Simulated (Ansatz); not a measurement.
# Crystal structures of carbon under RPBE

All numbers below come from Ansatz 0.2.0, DFT, RPBE, plane waves (420 eV) with PAW, scalar-relativistic. The PAW files were generated under PBE, with cores re-solved for the functional.

Each structure is relaxed within its own symmetry, so a high-lying one may be dynamically unstable. No dispersion correction is added.

Task: Rank these structures of carbon by energy per atom, lowest first.
A. A15
B. simple cubic
C. bcc
D. diamond
E. fcc
F. graphite
G. lonsdaleite

Result: F (0 meV/atom), D (208 meV/atom), G (232 meV/atom), B (2825 meV/atom), C (4371 meV/atom), A (4554 meV/atom), E (4564 meV/atom).

| structure | ΔE (meV/atom) | V (Å³/atom) | cell | magnetic state |
| --- | --- | --- | --- | --- |
| graphite | 0 | 12.83 | a = 2.477 Å, c = 9.655 Å (c/a = 3.897) | spin not included |
| diamond | 208 | 5.78 | a = 3.589 Å | spin not included |
| lonsdaleite | 232 | 5.79 | a = 2.524 Å, c = 4.199 Å (c/a = 1.664) | spin not included |
| simple cubic | 2825 | 5.62 | a = 1.778 Å | spin not included |
| bcc | 4371 | 6.83 | a = 2.390 Å | spin not included |
| A15 | 4554 | 7.43 | a = 3.902 Å | spin not included |
| fcc | 4564 | 7.48 | a = 3.105 Å | spin not included |

ΔE counts from graphite.

Differences under about 8 meV lie within the error of the k-point mesh.

This functional, with no dispersion term, lets the cell expand far past the measured one (graphite).
